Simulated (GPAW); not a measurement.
TiO2:

```xyz
6
Lattice="4.5998 0.0000 0.0000 0.0000 4.5998 0.0000 0.0000 0.0000 2.9592" Properties=species:S:1:pos:R:3 pbc="T T T"
Ti    0.0000    0.0000    1.4796
Ti    2.2999    2.2999    0.0000
O     1.3998    1.3998    1.4796
O     0.9001    3.6997    0.0000
O     3.6997    0.9001    0.0000
O     3.2000    3.2000    1.4796
```

The cell is a database's computed one.

Base run:

| Item | Value |
| --- | --- |
| Program | GPAW 26.7.0 |
| Functional | PBE |
| Potentials or basis | GPAW PAW data sets (gpaw-data 1.2.1) |
| Cutoff | 800 eV |
| Basis | pw |
| k mesh | 4 × 4 × 7 |
| Occupations | fermi-dirac, width 0.05 eV |
| Spin | no spin polarisation |
| Hubbard terms | Ti d U = 8 eV |

Its results: band gap on the k mesh 3.25 eV, indirect (least direct gap 3.32 eV); pressure 14.7 GPa; largest force 0.154 eV/Å.

Task: The run is repeated on the same cell with these changes: hubbard terms from Ti d U = 8 eV to Ti d U = 3 eV. What comes out?

Result: Band gap on the k mesh 2.35 eV, direct; pressure 8.6 GPa; largest force 0.071 eV/Å.
